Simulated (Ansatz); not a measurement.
Runs of Ansatz 0.2.0 on KCl (Sylvite). Symmetry: Fm-3m, No. 225, cubic system. Conventional cell: a = 6.293 Å, b = 6.293 Å, c = 6.293 Å, α = 90.00°, β = 90.00°, γ = 90.00°. Around K (site symmetry m-3m) lie 6 Cl at 3.15 Å. Cl (site symmetry m-3m) has 6 K at 3.15 Å as nearest neighbours. 

| task | level | potentials or basis | k mesh | cutoff (eV) | basis error allowed | gap on the mesh (eV) | pressure (GPa) | V0 of scaled cells (Å³/atom) | B0 (GPa) |
| --- | --- | --- | --- | --- | --- | --- | --- | --- | --- |
| band structure | PBE | all-electron LAPW, scalar-relativistic | 7 × 7 × 7 | 139 | 0.001 eV/atom | 5.19 | 0.8 | - | - |
| single point | HSE06 | all-electron PAW datasets made for the crystal | 6 × 6 × 6 | 250 | - | 6.50 | - | - | - |
| equation of state | PBE | all-electron LAPW, scalar-relativistic | 7 × 7 × 7 | - | 0.0005 eV/atom | - | - | 32.49 | 16 |
| single point | PBE0 | all-electron PAW datasets made for the crystal | 6 × 6 × 6 | 250 | - | (a) | - | - | - |
| band structure | LDA | all-electron LAPW, scalar-relativistic | 7 × 7 × 7 | 139 | 0.001 eV/atom | 4.74 | -2.0 | - | - |
| single point | PBE | all-electron PAW datasets made for the crystal | 6 × 6 × 6 | 220 | - | 5.19 | 0.8 | - | - |
| band structure | PBEsol | all-electron LAPW, scalar-relativistic | 7 × 7 × 7 | 140 | 0.001 eV/atom | 5.03 | -0.4 | - | - |
| equation of state | PBEsol | all-electron LAPW, scalar-relativistic | 7 × 7 × 7 | - | 0.001 eV/atom | - | - | (b) | 18 |

Alike in all rows: no spin polarisation; cell as given; smearing fermi-dirac 0.05 eV.

**Question.** Estimate the missing entries.

**Answer.** (a) 7.24; (b) 30.42.

A k mesh can miss the band edges.

Not every run made on this cell is shown here.
